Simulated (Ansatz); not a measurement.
Runs of Ansatz 0.2.0 on Al. Symmetry: Im-3m, No. 229, cubic system. Conventional cell: a = 3.182 Å, b = 3.182 Å, c = 3.182 Å, α = 90.00°, β = 90.00°, γ = 90.00°. Around Al (site symmetry m-3m) lie 8 Al at 2.76 Å. This isn't the form of Al at room conditions, which is fcc.

```tsv
task	level	potentials or basis	cell	cutoff (eV)	smearing	basis error allowed	gap on the mesh (eV)	pressure (GPa)
electric field gradients	RPBE+D3(BJ)	all-electron PAW datasets made for the crystal	volume scaled by 1.25	120	fermi-dirac 0.02 eV	-	none	(a)
single point	LDA	all-electron LAPW, scalar-relativistic	as given	148	gaussian 0.05 eV	0.001 eV/atom	none	0.5
single point	RPBE	all-electron LAPW, scalar-relativistic	as given	147	gaussian 0.02 eV	0.001 eV/atom	none	5.4
relaxation of cell and atoms	LDA	all-electron LAPW, scalar-relativistic	relaxed	-	gaussian 0.01 eV	0.001 eV/atom	-	0.0
single point	LDA	all-electron LAPW, scalar-relativistic	as given	148	gaussian 0.02 eV	0.001 eV/atom	none	0.5
```

Alike in all rows: no spin polarisation; k mesh 12 × 12 × 12.

Q: Fill in the values left out.

A: (a) -22.5.

Caveats: so large a pressure means that the cell lies far from this level's equilibrium, or that cutoff or potentials fall short (some runs); pairwise dispersion overbinds metals, which lowers pressure and volume (some runs).

A gap of «none» marks a metal or a gap under the smearing width.

The runs don't all hold the same shells in valence.
